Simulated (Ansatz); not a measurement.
## Field gradients at the nuclei in SnO2

The cell is a computed structure from the Materials Project (it need not be an observed phase), its atoms then relaxed with r2SCAN in this cell.

Space group Pnnm (No. 58); a = 4.7880, b = 4.8666, c = 3.2409 Å.

| site | Wyckoff | site symmetry | x | y | z |
| --- | --- | --- | --- | --- | --- |
| Sn | 2a | ..2/m | 0.5000 | 0.5000 | 0.5000 |
| O | 4g | ..m | 0.3050 | 0.3087 | 0.0000 |

One atom of each set is listed.

The numbers come from a DFT calculation in Ansatz (r2SCAN, plane waves and PAW, scalar-relativistic, 500 eV cutoff, Γ-centred 7×7×10 k-points, Fermi–Dirac smearing 0.01 eV).

C_Q = eQV_zz/h, which is 24.18 MHz for Q = 1 b and V_zz = 10²¹ V/m²; η = (V_xx − V_yy)/V_zz.

¹⁷O: I = 5/2, Q = -25.58 mb. Nuclear quadrupole moments: year-2017 set (Pyykkö).

| site | atoms | first shell | V_xx, V_yy, V_zz (10²¹ V/m²) | η | C_Q (MHz) |
| --- | --- | --- | --- | --- | --- |
| Sn | 2 | 6 O at 2.09–2.10 Å | 0.52, 4.72, -5.25 | 0.80 | – |
| O | 4 | 3 Sn at 2.09–2.10 Å | 4.92, 6.06, -10.98 | 0.10 | 6.79 |

At O V_zz stands upright on the plane through its three neighbours (within 1°).

Sn has no stable isotope with a ground-state quadrupole moment in the table, so no C_Q is given.

At this cell the r2SCAN pressure is -8 GPa, so with r2SCAN the cell would shrink if it were relaxed. The entry's cell may itself be off. Without spin–orbit coupling (the program notes it for Sn) the gradients are little affected as a rule: paired runs on crystals with a gap mostly move them by under 2 % at such atoms. With these PAW files V_zz is typically within 2 to 3 % of all-electron values, but misses above 10 % occur on Sn.

The relaxation (3 steps) took 3.5 min of wall time (3.5 min of CPU time) and 0.74 GiB at its peak, on 1 thread of Arm Neoverse N1 (aarch64; 36 cores open to the job, memory cap 3.0 GiB, no GPU), a shared host with a load of 0.8 a core.
